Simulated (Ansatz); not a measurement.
The system is SnSe.

```
Sn Se
1.0
    11.42000    0.00000    0.00000
     0.00000    4.19000    0.00000
     0.00000    0.00000    4.46000
Sn Se
4 4
Direct
  0.87700 0.75000 0.90900
  0.62300 0.25000 0.40900
  0.37700 0.75000 0.59100
  0.12300 0.25000 0.09100
  0.64300 0.75000 0.98400
  0.85700 0.25000 0.48400
  0.14300 0.75000 0.51600
  0.35700 0.25000 0.01600
```

```yaml
Program: Ansatz 0.2.0
Task: relaxation of cell and atoms
Functional: r2SCAN
Dispersion: D4
Potentials_or_basis: Ansatz PAW
Cutoff: "500 eV (not typed: the program's choice for these potentials)"
k_mesh: 3 × 6 × 6
Occupations: fermi-dirac, width 0.05 eV
Spin: no spin polarisation
```

At the start: volume 26.68 Å³/atom.

Problem. Where does the relaxation end?

Solution. It ends after 9 steps and the volume is 27.97 Å³/atom (+4.9 %); space group Pnma (No. 62, to 0.05 Å).

Step by step:
```csv
step,energy change (eV),largest force (eV/Å),volume (Å³)
1,0.0000,0.2050,213.41
2,-0.1020,0.0970,228.00
3,-0.1324,0.0405,222.16
4,-0.1386,0.0293,222.90
5,-0.1463,0.0311,223.30
6,-0.1490,0.0121,223.64
7,-0.1496,0.0007,223.64
8,-0.1496,0.0005,223.78
9,-0.1502,0.0004,223.78
```

Final structure:
```xyz
8
Lattice="11.6712 0.0000 0.0000 0.0000 4.1246 0.0000 0.0000 0.0000 4.6485" Properties=species:S:1:pos:R:3 pbc="T T T"
Sn   10.2603    3.0935    4.0775
Sn    7.2465    1.0312    1.7532
Sn    4.4247    3.0935    2.8953
Sn    1.4109    1.0312    0.5710
Se    7.5537    3.0935    4.5819
Se    9.9531    1.0312    2.2576
Se    1.7181    3.0935    2.3909
Se    4.1175    1.0312    0.0667
```

Caveat: the plane-wave basis is chosen anew once the cell has moved, so the energies of steps on either side of that aren't comparable; the PAW data sets come from PBE, with cores solved anew for the run's functional, which leaves a small shift of forces and pressure.
